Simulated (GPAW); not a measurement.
Fe in GPAW: convergence with density grid spacing (A)

The system is Fe.

```
CELL_PARAMETERS angstrom
2.43416 0.00000 0.00000
-1.21708 2.10804 0.00000
0.00000 0.00000 3.84193
ATOMIC_POSITIONS crystal
Fe 0.66667 0.33333 0.75000
Fe 0.33333 0.66667 0.25000
```

This isn't the form of Fe at room conditions, which is bcc.

```yaml
Program: GPAW 26.7.0
Task: convergence study
Functional: PBEsol
Potentials_or_basis: PAW data sets generated in the run's folder for this functional
Cutoff: 600 eV
Basis: pw
Grid_spacing: 0.24 Å
k_mesh: 8 × 8 × 4
Occupations: fermi-dirac, width 0.05 eV
Spin: collinear spin, ferromagnetic start
Starting_moments: "[3.0, 3.0] μB"
```

These are the settings of the first run; the series varies density grid spacing (A), with any setting tied to it.

Hardware: 1 thread of Arm Neoverse V1, with other jobs on the host.

```csv
density grid spacing (A),"energy less the tightest run, at zero smearing (meV/atom)",SCF cycles,CPU time (s),peak memory (GiB)
0.24,0.18,16,26,0.14
0.2,0.02,16,28,0.14
0.17,-0.02,16,34,0.15
0.15,-0.01,16,53,0.16
0.13,-0.01,16,50,0.17
0.11,0.00,16,92,0.2
0.09,0.00,16,150,0.26
```

Against the tightest run, the energy stays within 1 meV/atom from 0.24 on. The tightest run that finished is the yardstick and may itself not be fully converged.

Caveat, for the tightest run too: the k mesh is coarse (spacing up to 0.41 Å⁻¹), so the values aren't converged; the starting moments collapsed, and a magnetic state may lie lower.
